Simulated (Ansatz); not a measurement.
The elements of this relaxed trial crystal are hidden behind letters.

```
lattice vectors (Å)
   2.7516    0.0000    0.0000
  -1.3758    2.3829    0.0000
   0.0000    0.0000   13.9289
fractional positions
X 0.3333 0.6667 0.5000
Z 0.6667 0.3333 0.0000
Z 0.3333 0.6667 0.8275
Z 0.3333 0.6667 0.1725
Z 0.6667 0.3333 0.3482
Z 0.6667 0.3333 0.6518
```

The calculation used DFT PBE, scalar-relativistic, plane waves, PAW in Ansatz. Cutoff 420 eV, Γ-centred 18×18×4 mesh (6-atom cell), Gaussian smearing of 0.10 eV, collinear spin.

| Quantity | Value |
| --- | --- |
| Space group | P-6m2 (No. 187) |
| Conventional cell | a = 2.752 Å, c = 13.929 Å |
| Volume per atom | 15.22 Å³ |
| Density | 18.75 g/cm³ |
| Formation energy | −0.05 eV/atom |
| Gap on the 18×18×4 mesh of the 6-atom cell | 0 eV (a metal) |
| Net moment per atom | 0.60 μB |

Energies are uncorrected and count from the elements' standard states at the same level.

Question: X is a d-block element of period 4 and Z is a d-block element of period 6. Which elements are they?

Answer: X = Fe, Z = Pt, so the formula is FePt5. Density times volume gives a mean mass of 18.75 × 15.22/1.6605 = 171.9 u per atom, and this set has 171.9 u. Fe has 6 Pt at 2.64 Å and 6 Fe at 2.75 Å; Pt on a site of symmetry -6m2 has 12 Pt at 2.75–2.88 Å; Pt on a site of symmetry 3m is surrounded by 12 Pt at 2.75–2.92 Å; 1 more site not described. Other sets within the hints have nearly the same mass, so mass alone doesn't settle it; this one was computed.

These runs have no spin–orbit coupling, which can matter for Pt. The magnetic state reached may not be the lowest. Symmetry constrained the relaxation, so the result can be a saddle point.
